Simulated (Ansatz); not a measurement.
**Zr₂N: how the energy converges with the cutoff**

Zr₂N, P1, a = 5.412 Å, b = 5.369 Å, c = 3.332 Å, α, β, γ = 89.6°, 90.2°, 88.6°. Ansatz: r2SCAN, PAW, cutoff varied, Γ-centred 6×6×8 mesh on 6 atoms, Gaussian smearing 0.10 eV; no spin polarisation. Single points at one geometry with displaced atoms, the cutoff alone changed; ΔE is the energy at zero smearing over the run at 600 eV. The runs up to 350 eV lie under the cutoff recommended for these PAW datasets.

```
cutoff (eV)  ΔE (meV/atom)
        200              ?
        250         494.52
        300         115.80
        350          27.09
        500           2.05
```

Assume ΔE falls exponentially with the cutoff, fit y = ln ΔE against x, the cutoff in eV, to the other rows, and predict the missing value.

y = 6.204, 4.752, 3.299, 0.718. Means x = 350.0, y = 3.7432; Σ(Δx)² = 35000, ΣΔxΔy = -750.3; the slope is their ratio. y = 11.25 − 0.02144 x, a factor of ten per 107 eV. At 200 eV this gives ΔE = 1055.74 meV/atom. The run gave 1845.32, a ratio of 0.57. Between neighbouring rows the decay runs from a factor of ten per 79 eV to one per 134 eV, so one exponential is only a rough guide. The fast fall gives way to a slow tail, so a fit to low cutoffs promises convergence too early. The reference at 600 eV isn't the complete basis: by the fit it lies 0.20 meV/atom above it, and every ΔE is lowered by that much, or by more if the decay slows beyond the rows, as it often does.

Cost: 6 runs of about 2.5 core-minutes in all, on AMD EPYC 9R45 (Zen 5) (shared hosts).